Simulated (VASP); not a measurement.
A run of VASP 6.6.1:

Contents of INCAR:

```
SYSTEM = Pd
ALGO = Normal
EDIFF = 1E-6
EDIFFG = -0.04
ENCUT = 600
GGA = PE
IBRION = 2
ISIF = 3
ISMEAR = 0
LASPH = .True.
LCHARG = .False.
LREAL = .False.
LWAVE = .False.
NELM = 100
NSW = 90
PREC = Accurate
SIGMA = 0.1
```

The input KPOINTS:

```
k-points
0
Gamma
  6 6 4
  0 0 0
```

The input POSCAR:

```
Pd
1.0
    2.1051807153     -3.5678909111      0.0000000000
    2.1051807153      3.5678909111      0.0000000000
    0.0000000000      0.0000000000      4.2159619292
Pd
4
Direct
    0.1525000000      0.8475000000      0.0785000000
    0.6525000000      0.3475000000      0.4215000000
    0.8475000000      0.1525000000      0.9215000000
    0.3475000000      0.6525000000      0.5785000000
```

Potentials or basis: VASP PAW PBE potentials, release 64 (Pd).

Run with:

```sh
$ cat potpaw_PBE.64/Pd/POTCAR > POTCAR
$ mpirun -np 1 vasp_std > vasp.out
```

Hardware: 1 thread of Intel(R) Xeon(R) 6975P-C (Granite Rapids) (shared host).

Question: How long does it take, and how much memory?

Answer: Wall time 8.9 min on 1 thread of Intel(R) Xeon(R) 6975P-C (Granite Rapids) (shared host), peak memory 0.26 GiB. Counts: scf iterations 268, k points 39, ion steps 38.
